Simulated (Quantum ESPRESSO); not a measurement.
Input of a Quantum ESPRESSO 7.5 run:

pw.in

```
&CONTROL
  calculation = 'scf'
  prefix = 'pwscf'
  outdir = './tmp'
  pseudo_dir = './pseudo'
  tprnfor = .true.
  tstress = .true.
  disk_io = 'low'
/
&SYSTEM
  ibrav = 0
  nat = 2
  ntyp = 1
  ecutwfc = 74
  nbnd = 54
  input_dft = 'ev93'
  occupations = 'smearing'
  smearing = 'mp'
  degauss = 0.00367493
  noncolin = .true.
  lspinorb = .true.
  starting_magnetization(1) = 0.0625
  angle1(1) = 90
  angle2(1) = 0
/
&ELECTRONS
  conv_thr = 4d-10
  electron_maxstep = 120
  mixing_beta = 0.3
/
ATOMIC_SPECIES
Os   190.2300 Os.upf
CELL_PARAMETERS angstrom
   2.7341000000    0.0000000000    0.0000000000
  -1.3670500000    2.3678000565    0.0000000000
   0.0000000000    0.0000000000    4.3197000000
ATOMIC_POSITIONS crystal
Os     0.6666666667    0.3333333333    0.7500000000
Os     0.3333333333    0.6666666667    0.2500000000
K_POINTS automatic
9 9 5 0 0 0
```

Contents of pp_density.in:

```
&INPUTPP
  prefix = 'pwscf'
  outdir = './tmp'
  filplot = 'density.dat'
  plot_num = 0
/
&PLOT
  nfile = 1
  filepp(1) = 'density.dat'
  iflag = 3
  output_format = 6
  fileout = 'density.cube'
/
```

File pp_potential.in:

```
&INPUTPP
  prefix = 'pwscf'
  outdir = './tmp'
  filplot = 'potential.dat'
  plot_num = 11
/
&PLOT
  nfile = 1
  filepp(1) = 'potential.dat'
  iflag = 3
  output_format = 6
  fileout = 'potential.cube'
/
```

Potentials or basis: PseudoDojo 0.4 FR PBE stringent.

Launch:

```sh
$ OMP_NUM_THREADS=1 pw.x -in pw.in > pw.out
$ OMP_NUM_THREADS=1 pp.x -in pp_density.in > pp_density.out
$ OMP_NUM_THREADS=1 pp.x -in pp_potential.in > pp_potential.out
```

**Question.** What does it give for the band gap on the k mesh?

**Answer.** None (metal or under the smearing width).

**Question.** Estimate the absolute moment.

**Answer.** 0.00 μB per cell.

**Question.** Estimate the net moment.

**Answer.** 0.00 μB per cell.

Moments on the atoms (μB; x, y, z):
```
Os  0.00 0.00 0.00
Os  0.00 0.00 0.00
```

Caveat: the potentials were made for a functional far from this one.
